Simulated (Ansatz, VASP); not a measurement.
**Ag: VASP beside Ansatz**

Contents of POSCAR:

```
Ag
1.0
    2.9300000000      0.0000000000      0.0000000000
   -1.4650000000      2.5374544331      0.0000000000
    0.0000000000      0.0000000000      4.7900000000
Ag
2
Direct
    0.3333333333      0.6666666667      0.2500000000
    0.6666666667      0.3333333333      0.7500000000
```

Contents of INCAR.step1:

```
SYSTEM = Ag
  PREC = Accurate
  ENCUT = 520
  ISMEAR = 0
  SIGMA = 0.1
  LREAL = .FALSE.
  LASPH = .TRUE.
  NELM = 60
  NBANDS = 18
  GGA = PE
  ALGO = Normal
  EDIFF = 1E-4
  LWAVE = .TRUE.
  LCHARG = .FALSE.
```

The input INCAR.step2:

```
SYSTEM = Ag
  PREC = Accurate
  ENCUT = 520
  EDIFF = 1E-6
  ISMEAR = 0
  SIGMA = 0.1
  LREAL = .FALSE.
  LASPH = .TRUE.
  NELM = 60
  ALGO = Normal
  ISIF = 2
  LWAVE = .FALSE.
  LCHARG = .FALSE.
  METAGGA = R2SCAN
  LMIXTAU = .TRUE.
  NBANDS = 18
  ISTART = 1
```

The input KPOINTS:

```
regular mesh
0
G
  9 9 4
  0 0 0
```

Input for Ansatz:

```yaml
crystal:
  lattice:
    - [2.93, 0.0, 0.0]
    - [-1.465, 2.5374544331, 0.0]
    - [0.0, 0.0, 4.79]
  atoms:
    - { symbol: Ag, position: [0.3333333333, 0.6666666667, 0.25] }
    - { symbol: Ag, position: [0.6666666667, 0.3333333333, 0.75] }
basis:
  ecutwfc: 500
kpoints:
  mp_grid: { grid: [9, 9, 4] }
hamiltonian:
  xc: r2scan
scf:
  occupations: { method: gaussian, width: 0.1 }
output:
  forces: true
  stress: true
  eigenvalues: true
```

This isn't the form of Ag at room conditions, which is fcc.

Alike in both runs: task single point; functional r2SCAN; k mesh 9 × 9 × 4; occupations gaussian, width 0.1 eV; no spin polarisation.

|  | VASP | Ansatz |
| --- | --- | --- |
| version | VASP 6.6.1 | Ansatz 0.2.0 |
| potentials or method | VASP PAW PBE potentials, release 64 (Ag) | scalar-relativistic, plane waves, PAW |
| plane-wave cutoff (eV) | 520 | 500 |
| valence electrons in the cell | 22 | 38 |

Ansatz gave:

* gap on the k mesh at the Fermi level (eV): none
* pressure (GPa): -2.7
* largest component of the traceless stress (GPa): 1.26

What did VASP give for the same quantities?

gap on the k mesh at the Fermi level (eV): none; pressure (GPa): -2.6; largest component of the traceless stress (GPa): 1.26.

A gap of «none» marks a metal or a gap that the smearing closes. With one functional, cell and mesh, what is left measures potentials, basis and numerics. The two sets of potentials don't hold the same shells in valence.

Caveats: the PAW data sets were made with another functional, which shifts forces and pressure a little (VASP).
